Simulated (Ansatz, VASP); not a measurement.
## Li2O in VASP and in Ansatz

```
O Li
1.0
     0.00000    2.28637    2.28637
     2.28637    0.00000    2.28637
     2.28637    2.28637    0.00000
O Li
1 2
Direct
  0.00000 0.00000 0.00000
  0.25000 0.25000 0.25000
  0.75000 0.75000 0.75000
```

The cell was built by a generator and needn't be a form met in nature.

Alike in both runs: task single point; functional HSE06; k mesh 4 × 4 × 4; no spin polarisation.

```csv
,VASP,Ansatz
version,VASP 6.6.1,Ansatz 0.2.0
potentials or method,"VASP PAW PBE potentials, release 64 (O, Li_sv)","plane waves, PAW"
plane-wave cutoff (eV),520,420
occupations,"gaussian, width 0.01 eV",fixed
valence electrons in the cell,12,12
```

```csv
,VASP,Ansatz,Ansatz less VASP
gap on the k mesh at the Fermi level (eV),6.64,6.65,+0.016
```

Ansatz warned: «stress_exchange_threshold_loose».

Caveats: the k mesh is coarse (spacing up to 0.59 Å⁻¹), so the values aren't converged, least of all with exact exchange. A k mesh can miss the band edges.
